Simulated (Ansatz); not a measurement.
# From the elastic tensor of Ge at 11 GPa (stress–strain coefficients) to moduli and sound speeds

Method: DFT PBE, scalar-relativistic, plane waves, PAW (Ansatz 0.2.0). Cutoff 420 eV, 14×14×14 k-points (Γ-centred), fixed occupations. No spin polarisation.

It takes space group Fd-3m (No. 227, cubic). Conventional cell: a = 5.508 Å, b = 5.508 Å, c = 5.508 Å, α = 90.00°, β = 90.00°, γ = 90.00°. Ge (site symmetry -43m) has 4 Ge at 2.39 Å as nearest neighbours.

At this pressure the crystal is close to a known change of phase. The bands were filled as in an insulator; under compression the gap may have closed between mesh points.

Relaxed-ion constants (GPa, on the Cartesian axes of the calculation):
```
157.4  83.4  83.4   0.0   0.0   0.0
 83.4 157.4  83.4   0.0   0.0   0.0
 83.4  83.4 157.4   0.0   0.0   0.0
  0.0   0.0   0.0  68.2   0.0   0.0
  0.0   0.0   0.0   0.0  68.2   0.0
  0.0   0.0   0.0   0.0   0.0  68.2
```

Density 5.773 g/cm³; 2 atoms in 41.78 Å³.

The values that follow are for a polycrystal of randomly turned grains, by Hill's mean where one number stands.

With S = C⁻¹: B_V = (C11+C22+C33+2(C12+C13+C23))/9, G_V = (C11+C22+C33−C12−C13−C23+3(C44+C55+C66))/15, 1/B_R = S11+S22+S33+2(S12+S13+S23), 15/G_R = 4(S11+S22+S33−S12−S13−S23)+3(S44+S55+S66); Hill is their mean. Then v_l = √((B+4G/3)/ρ), v_t = √(G/ρ), v_m = [(2/v_t³+1/v_l³)/3]^(−1/3) and Θ = (ħ/k_B)·v_m·(6π²n/V)^(1/3) for n atoms in the volume V; E = 9BG/(3B+G), ν = (3B−2G)/(2(3B+G)) and A^U = 5G_V/G_R + B_V/B_R − 6.

| Property | Result |
| --- | --- |
| Bulk modulus, Voigt / Reuss / Hill | 108.1 / 108.1 / 108.1 GPa |
| Shear modulus, Voigt / Reuss / Hill | 55.7 / 51.0 / 53.4 GPa |
| Young's modulus | 137 GPa |
| Poisson ratio | 0.288 |
| Pugh ratio B/G | 2.03 |
| Universal anisotropy index | 0.46 |
| Longitudinal and transverse sound speeds | 5572 and 3040 m/s |
| Debye temperature from the mean sound speed | 367 K |

Cost: 1 run of about 1.6 core-minutes, on Arm Neoverse V2 (shared hosts).

The cubic crystal resists small homogeneous strains, but unevenly: C44 is well above half the difference between C11 and C12, so the softer shear is the tetragonal one. That shear is accommodated mainly by bending the angles between the sp³ bonds, which costs less than stretching them. The open tetrahedral network therefore remains much stiffer against compression than against this distortion.

C12 exceeds C44, yet this doesn't indicate metallic bonding. For stress–strain coefficients under hydrostatic load, purely central forces would make the difference equal to twice the pressure only if every atom sat at a centre of inversion. The Ge sites do not, and the relaxation of the two sublattices also enters C44, so the difference is no clean measure of the bonding here. The Pugh ratio of 2.03 likewise should not be read as ductility, since pressure generally raises the bulk modulus of such a network more than its shear modulus, while plastic flow depends on dislocation motion in directional bonds. Positive elastic stiffness establishes only local stability against uniform strain; a first-order transition to a denser structure can become favourable before any elastic modulus vanishes.
